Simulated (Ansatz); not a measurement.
# How Te₂Mo stores the work of compression

The calculation used Ansatz, DFT PBE+D3(BJ), scalar-relativistic, plane waves, PAW. (420 eV cutoff, 12×12×2 k-mesh, Gaussian smearing of 0.02 eV, no spin polarisation)

Starting point, cell and atoms relaxed:

```
Te Mo
1.0
     3.49697    0.00000    0.00000
    -1.74849    3.02847    0.00000
     0.00000    0.00000   13.70230
Te Mo
4 2
Cartesian
  0.0000 2.0190 1.6081
  1.7485 1.0095 8.4602
  1.7485 1.0095 12.0942
  0.0000 2.0190 5.2421
  0.0000 2.0190 10.2772
  1.7485 1.0095 3.4251
```

Cell and atoms were relaxed at each target pressure within the start's symmetry (P6_3/mmc), at zero temperature; other phases can be more stable under pressure. H = E + PV with P the target; E is the free energy at the smearing used, whose derivative the pressure is, per atom and counted from zero pressure. The mesh named is that at zero pressure; some other pressures ran on another.

Spin-orbit coupling is left out, which matters for the bands and energies of heavy elements.

| P (GPa) | V (Å³/atom) | E − E0 (meV) | H − H0 (meV) |
| --- | --- | --- | --- |
| 0 | 24.186 | 0.0 | 0.0 |
| 2 | 23.280 | 5.3 | 295.9 |
| 5 | 22.319 | 25.8 | 722.3 |
| 10 | 21.144 | 79.2 | 1398.9 |
| 20 | 19.519 | 226.2 | 2662.8 |
| 40 | 17.591 | 576.7 | 4968.4 |

Q: Thermodynamics gives dH/dP = V along a relaxed path. Integrate V over P by the trapezoid rule and compare with the computed enthalpies.

A: With 1 eV/Å³ = 160.22 GPa, each step adds the mean volume times ΔP / 160.22:
| P (GPa) | ∫V dP (meV) | H − H0 (meV) | difference (meV) |
| --- | --- | --- | --- |
| 2 | 296.3 | 295.9 | 0.4 |
| 5 | 723.2 | 722.3 | 0.9 |
| 10 | 1401.4 | 1398.9 | 2.4 |
| 20 | 2670.4 | 2662.8 | 7.5 |
| 40 | 4986.6 | 4968.4 | 18.2 |

V(P) curves upward, so the trapezoid rule runs high; integrating a smooth curve through the same points puts that excess at about 17.6 meV at 40 GPa, against the 18.2 meV found.

Q: At 40 GPa, how much of the enthalpy change is stored energy and how much is the PV term?

A: E rises by 577 meV/atom and PV is 40 × 17.591 / 160.22 = 4392 meV/atom, so PV makes 88 % of ΔH. So between rival structures at high pressure a small difference in volume can outweigh the difference in energy: 1 % of this volume is worth 43.9 meV/atom at this pressure.

Q: What bulk modulus do the lowest pressures give, and how is the compression shared among the axes?

A: From the pressures that the runs reached, -2.00 GPa (25.737 Å³) and 2.00 GPa (23.280 Å³), B = −ΔP/Δln V = 4.00 / 0.1004 = 40 GPa, a mean over that range. The linear compressibilities −Δln(length)/ΔP are 5.01 along a, 5.01 along b, 15.09 along c (in TPa⁻¹). With fixed angles they add up to 1/B: 25.11 against 25.11. Softest: c, at 60 % of the volume change per axis.

Q: The gap is 0.802 eV at -2.00 GPa and 0.406 eV at 2.00 GPa. What pressure coefficient and volume deformation potential follow?

A: dE_g/dP = -99.1 meV/GPa, and a_V = dE_g/d ln V = −B dE_g/dP = 3.95 eV. A gap that closes or barely moves under pressure is usual where the conduction edge lies away from the zone centre, has d character, or where the bands broaden faster than they shift. If the edges move to other points of the zone within the range, this is a mean of two slopes. Gaps are Kohn–Sham gaps over the whole zone.